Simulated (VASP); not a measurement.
A run of VASP 6.6.1 is set up as follows.

The input INCAR:

```
ALGO     = Fast           # electronic algorithm
EDIFF    = 1E-8           # SCF threshold, eV
ENCUT    = 520            # plane-wave cutoff, eV
GGA      = PS             # functional
ISIF     = 2              # what is computed and relaxed
ISMEAR   = 0              # smearing method
LASPH    = True           # aspherical terms in the spheres
LCHARG   = False          # write CHGCAR
LEPSILON = True           # dielectric tensor by DFPT
LREAL    = False          # projectors in reciprocal space
LWAVE    = False          # write WAVECAR
NELM     = 100            # most SCF steps
PREC     = Accurate       # precision mode
SIGMA    = 0.02           # smearing width, eV
```

File KPOINTS:

```
k-points
0
Gamma
  5 5 1
```

Contents of POSCAR:

```
MoS2
1.0
    3.1837189491      0.0000000000      0.0000000000
   -1.5918594745      2.7571814884      0.0000000000
    0.0000000000      0.0000000000     34.4792384800
Mo S
4 8
Direct
    0.3333333333      0.6666666667      0.0935556300
    0.3333333333      0.6666666667      0.7209030300
    0.6666666667      0.3333333333      0.2790969700
    0.6666666667      0.3333333333      0.9064443700
    0.6666666667      0.3333333333      0.0485463000
    0.6666666667      0.3333333333      0.6759117500
    0.3333333333      0.6666666667      0.2340896600
    0.3333333333      0.6666666667      0.8614313100
    0.6666666667      0.3333333333      0.1385686900
    0.6666666667      0.3333333333      0.7659103400
    0.3333333333      0.6666666667      0.3240882500
    0.3333333333      0.6666666667      0.9514537000
```

Potentials or basis: VASP PAW PBE potentials, release 64 (Mo_sv, S).

Run with:

```bash
$ cat potpaw_PBE.64/Mo_sv/POTCAR potpaw_PBE.64/S/POTCAR > POTCAR
$ mpirun -np 1 vasp_std > vasp.out
```

Problem. Estimate the electronic dielectric tensor (diagonal).

Solution. 11.12, 11.12, 2.51.

Problem. Predict the Born charges (mean of the diagonal).

Solution. Mo -0.78, -1.19; S +0.42, +0.71, +0.31, +0.53 e.

Problem. Predict the band gap on the k mesh.

Solution. 1.23 eV, indirect (least direct gap 2.22 eV).

Born effective charge tensors (e):
atom 1, Mo
```
-1.08  0.00  0.00
 0.00 -1.08  0.00
 0.00  0.00 -0.17
```
atom 2, Mo
```
-1.08  0.00  0.00
 0.00 -1.08  0.00
 0.00  0.00 -1.40
```
atom 3, Mo
```
-1.08  0.00  0.00
 0.00 -1.08  0.00
 0.00  0.00 -1.40
```
atom 4, Mo
```
-1.08  0.00  0.00
 0.00 -1.08  0.00
 0.00  0.00 -0.17
```
atom 5, S
```
0.54 0.00 0.00
0.00 0.54 0.00
0.00 0.00 0.17
```
atom 6, S
```
0.53 0.00 0.00
0.00 0.53 0.00
0.00 0.00 1.06
```
atom 7, S
```
 0.54  0.00  0.00
 0.00  0.54  0.00
 0.00  0.00 -0.16
```
atom 8, S
```
0.54 0.00 0.00
0.00 0.54 0.00
0.00 0.00 0.51
```
atom 9, S
```
0.54 0.00 0.00
0.00 0.54 0.00
0.00 0.00 0.51
```
atom 10, S
```
 0.54  0.00  0.00
 0.00  0.54  0.00
 0.00  0.00 -0.16
```
atom 11, S
```
0.53 0.00 0.00
0.00 0.53 0.00
0.00 0.00 1.06
```
atom 12, S
```
0.54 0.00 0.00
0.00 0.54 0.00
0.00 0.00 0.17
```

Caveat: the k mesh is coarse (spacing up to 0.46 Å⁻¹), so the values aren't converged. A hybrid or GW would open this gap; PBEsol tends to underestimate it.
